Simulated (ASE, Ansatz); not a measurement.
# Forces and charges in generalised stacking fault on (110) of a KCl-RbCl solid solution (80 atoms), part 2 of 2

Wanted: forces, charges and levels of generalised stacking fault on (110) of a KCl-RbCl solid solution (80 atoms).

Ansatz 0.2.0; Kohn-Sham DFT, PBE, PAW (set soft_2), plane waves.

The cell: 13 Rb, 40 Cl and 27 K. The host structure and its lattice constant were typed by rule, without a check against the phase diagram.

So far: The starting structure; Plane-wave single point.

## Step 2: Plane-wave single point (continued)

Valence density in the ca plane at fractional y = 0.000, with atoms of Rb and Cl and K within 0.2 Å of it. It is the smooth field of the valence electrons, not physical close to the nuclei.

Values in e/Å³, 11 rows by 16 columns, each cell a mean:
```
0.1 0.2 1.6 1.5 0.1 0.1 0.1 1.8 2.8 0.1 0.1 0.1 0.7 2.3 0.2 0.2
0.4 0.2 1.3 1.1 0.1 0.2 0.1 1.6 2.6 0.1 0.1 0.1 1.2 3.7 0.4 0.1
1.4 0.3 0.2 0.2 0.4 1.2 0.4 0.2 0.4 0.1 0.7 0.3 0.3 1.2 0.2 0.3
1.2 0.4 0.0 0.0 0.6 1.1 0.8 0.0 0.0 0.3 1.3 1.0 0.1 0.1 0.1 1.2
0.8 0.2 0.4 0.3 0.3 1.2 0.5 0.1 0.1 0.3 1.3 1.0 0.1 0.0 0.2 1.2
0.1 0.2 1.5 1.3 0.1 0.2 0.1 1.0 1.6 0.1 0.4 0.3 0.3 0.9 0.1 0.6
0.1 0.2 1.6 1.5 0.1 0.1 0.1 2.0 3.2 0.2 0.1 0.1 1.2 3.5 0.4 0.1
1.0 0.2 0.6 0.6 0.2 0.6 0.2 0.7 1.3 0.1 0.2 0.1 0.8 2.7 0.3 0.1
1.1 0.4 0.1 0.1 0.6 1.4 0.6 0.1 0.1 0.2 1.3 0.7 0.1 0.3 0.1 0.7
1.3 0.3 0.1 0.1 0.5 1.3 0.7 0.0 0.0 0.3 1.1 1.1 0.1 0.0 0.1 1.2
0.3 0.1 1.0 0.8 0.2 0.6 0.2 0.3 0.5 0.2 1.0 0.6 0.1 0.2 0.1 1.1
```
Columns run along c (16.0 Å, from fractional 0.29 to 0.90 of the cell), rows up along a (7.3 Å). Atoms in or near the plane, at fractional coordinates: Cl at (0.30, 0.20), Cl at (0.30, 0.70), Rb at (0.40, 0.93), Cl at (0.50, 0.17), Rb at (0.40, 0.43), Cl at (0.50, 0.67), K at (0.60, 0.90), Cl at (0.70, 0.14), K at (0.60, 0.40), Cl at (0.70, 0.63), K at (0.80, 0.87), Cl at (0.90, 0.10), K at (0.80, 0.37), Cl at (0.90, 0.60).

Forces differ by site in this geometry: Cl atoms with 7 neighbours bear 0.65 eV/Å on average, against 0.23 eV/Å for those with 8. Mean Löwdin charges: Cl -0.70, K +0.76, Rb +0.80 e (they miss 0.44 % of the electrons, so they add up to more than the cell's charge).

## Step 3: Local order

These statistics describe the geometry on which the runs were made.

Density 3.00 g/cm³, 24.80 Å³ an atom.

Pair distribution functions g(r), in bins of 0.2 Å:

| r (Å) | total | Cl-Cl | Cl-K | Cl-Rb | K-K | K-Rb | Rb-Rb |
| --- | --- | --- | --- | --- | --- | --- | --- |
| 2.70 | 0.26 | 0.00 | 0.57 | 0.39 | 0.00 | 0.00 | 0.00 |
| 2.90 | 0.00 | 0.00 | 0.00 | 0.00 | 0.00 | 0.00 | 0.00 |
| 3.10 | 6.75 | 0.00 | 13.30 | 14.00 | 0.00 | 0.00 | 0.00 |
| 3.30 | 0.67 | 0.00 | 1.48 | 1.02 | 0.00 | 0.00 | 0.00 |
| 3.50 | 0.00 | 0.00 | 0.00 | 0.00 | 0.00 | 0.00 | 0.00 |
| 3.70 | 4.10 | 8.19 | 0.00 | 0.00 | 7.90 | 8.66 | 7.60 |
| 3.90 | 0.25 | 0.51 | 0.00 | 0.00 | 0.56 | 0.58 | 0.00 |
| 4.10 | 0.12 | 0.00 | 0.26 | 0.18 | 0.00 | 0.00 | 0.00 |
| 4.30 | 0.00 | 0.00 | 0.00 | 0.00 | 0.00 | 0.00 | 0.00 |
| 4.50 | 0.20 | 0.39 | 0.00 | 0.00 | 0.55 | 0.22 | 0.47 |
| 4.70 | 0.00 | 0.00 | 0.00 | 0.00 | 0.00 | 0.00 | 0.00 |
| 4.90 | 0.00 | 0.00 | 0.00 | 0.00 | 0.00 | 0.00 | 0.00 |
| 5.10 | 3.06 | 5.95 | 0.17 | 0.12 | 5.75 | 6.15 | 6.65 |
| 5.30 | 0.97 | 1.99 | 0.00 | 0.00 | 1.91 | 2.06 | 1.37 |
| 5.50 | 0.13 | 0.27 | 0.00 | 0.00 | 0.29 | 0.31 | 0.00 |
| 5.70 | 0.00 | 0.00 | 0.00 | 0.00 | 0.00 | 0.00 | 0.00 |
| 5.90 | 0.46 | 0.23 | 0.75 | 0.52 | 0.32 | 0.13 | 0.28 |
| 6.10 | 5.75 | 0.21 | 11.12 | 11.65 | 0.28 | 0.12 | 0.24 |
| 6.30 | 1.76 | 3.52 | 0.00 | 0.00 | 2.90 | 4.67 | 1.39 |
| 6.50 | 0.04 | 0.00 | 0.08 | 0.07 | 0.00 | 0.00 | 0.00 |
| 6.70 | 0.23 | 0.00 | 0.52 | 0.34 | 0.00 | 0.00 | 0.00 |
| 6.90 | 0.00 | 0.00 | 0.00 | 0.00 | 0.00 | 0.00 | 0.00 |
| 7.10 | 0.10 | 0.19 | 0.00 | 0.00 | 0.21 | 0.22 | 0.00 |
| 7.30 | 1.27 | 2.02 | 0.58 | 0.40 | 2.38 | 1.21 | 3.83 |
| 7.50 | 0.14 | 0.28 | 0.00 | 0.00 | 0.38 | 0.16 | 0.33 |
| 7.70 | 0.06 | 0.13 | 0.00 | 0.00 | 0.11 | 0.15 | 0.00 |
| 7.90 | 1.94 | 0.13 | 3.73 | 3.77 | 0.18 | 0.15 | 0.00 |

Bonds by pair of elements; cutoffs follow the first minimum of g(r), held within bounds set by covalent radii, and pairs that aren't listed don't count as bonded:

| pair A-B | cutoff (Å) | bonds | mean length (Å) | spread (Å) | shortest (Å) | B about A | A about B |
| --- | --- | --- | --- | --- | --- | --- | --- |
| Cl-K | 3.62 | 210 | 3.17 | 0.071 | 2.75 | 5.25 | 7.78 |
| Cl-Rb | 3.62 | 102 | 3.17 | 0.059 | 2.75 | 2.55 | 7.85 |

How many atoms have how many bonded neighbours:

| element | mean | 7 | 8 |
| --- | --- | --- | --- |
| Cl | 7.8 | 8 | 32 |
| K | 7.78 | 6 | 21 |
| Rb | 7.85 | 2 | 11 |

Bond angles (no mean is given where the spread exceeds 20°):

| angle | count | mean (°) | spread (°) |
| --- | --- | --- | --- |
| Cl-K-Cl | 714 | - | - |
| K-Cl-Rb | 502 | - | - |
| K-Cl-K | 463 | - | - |
| Cl-Rb-Cl | 350 | - | - |
| Rb-Cl-Rb | 99 | - | - |

Bond length by coordination (bonds to H left out):

| element | coordination | atoms | mean bond length (Å) |
| --- | --- | --- | --- |
| Cl | 7 | 8 | 3.12 |
| Cl | 8 | 32 | 3.18 |
| K | 7 | 6 | 3.12 |
| K | 8 | 21 | 3.18 |
| Rb | 7 | 2 | 3.12 |
| Rb | 8 | 11 | 3.18 |

First main peaks of g(r), for some of the pairs, lie near 3.67 Å (Cl-Cl), 3.18 Å (Cl-K), 3.18 Å (Cl-Rb), 3.67 Å (K-K), 3.67 Å (K-Rb) and 3.68 Å (Rb-Rb). By these cutoffs 80 % of Cl atoms have 8, 78 % of K atoms have 8 and 85 % of Rb atoms have 8 bonded neighbours.

Local excerpt of 8 atoms (numbers count through the whole input) about K19, which has 7 bonded neighbours where the commonest count for K is 8; x, y, z are measured from there.

| atom | x | y | z | distance (Å) | bonds | Löwdin charge (e) | Fx | Fy | Fz (eV/Å) |
| --- | --- | --- | --- | --- | --- | --- | --- | --- | --- |
| K19 | 0.00 | 0.00 | 0.00 | 0.00 | 7 | 0.76 | -0.17 | -0.05 | 0.64 |
| Cl80 | 0.62 | 0.00 | -2.68 | 2.75 | 7 | -0.70 | 0.11 | -0.17 | -0.40 |
| Cl4 | 1.84 | 2.57 | 0.03 | 3.16 | 7 | -0.70 | -0.09 | -0.11 | 0.85 |
| Cl2 | -1.85 | 2.59 | 0.02 | 3.18 | 7 | -0.70 | -0.31 | -0.17 | 0.38 |
| Cl20 | 1.83 | -0.02 | 2.61 | 3.19 | 8 | -0.70 | 0.13 | -0.12 | -0.13 |
| Cl6 | -1.83 | -2.63 | 0.01 | 3.21 | 7 | -0.70 | -0.22 | 0.21 | 0.51 |
| Cl8 | 1.85 | -2.62 | 0.02 | 3.21 | 7 | -0.70 | -0.09 | 0.15 | 0.51 |
| Cl18 | -1.85 | -0.01 | 2.62 | 3.21 | 8 | -0.70 | -0.14 | -0.13 | -0.17 |

The column of bonds counts only the pairs Cl-K within 3.62 Å, Cl-Rb within 3.62 Å; other neighbours, such as metal atoms beside each other in a compound, aren't counted, and periodic images can show an atom twice.

## Step 4: Results

| Quantity | Value |
| --- | --- |
| free energy per atom | -1591.5078 eV/atom |
| density | 3 g/cm³ |
| pressure | 5.313 GPa |
| r.m.s. force component | 0.2044 eV/Å |
| gap (highest filled to lowest empty level) | 5.538 eV |
| wall time of the 1 DFT run | 41 s |

What this shows: Between filled and empty levels lie 5.54 eV on the run's k-points; the mesh holds the band edges only if they fold onto it, so the gap at this level can be narrower or closed, while semilocal functionals tend to narrow gaps against experiment. Forces differ by site in this geometry: Cl atoms with 7 neighbours bear 0.65 eV/Å on average, against 0.23 eV/Å for those with 8. Counting bonds as in the table, 80 % of Cl atoms have 8, 78 % of K atoms have 8 and 85 % of Rb atoms have 8 bonded neighbours.

Caveats: The geometry was built by rule, was displaced at random and isn't relaxed at this level: its force components are 0.20 eV/Å r.m.s. The pressure of 5.3 GPa shows the cell to be compressed for this functional.

[Logs are printed without paths, hosts, clocks, repeated set-up lines and the standing remarks that a program may print on its own settings, such as how far it seeks lower states.]

[Hosts, paths, dates, database ids (printed as entryN), source tags and the programs' standing remarks are cut or masked in the printed files.]
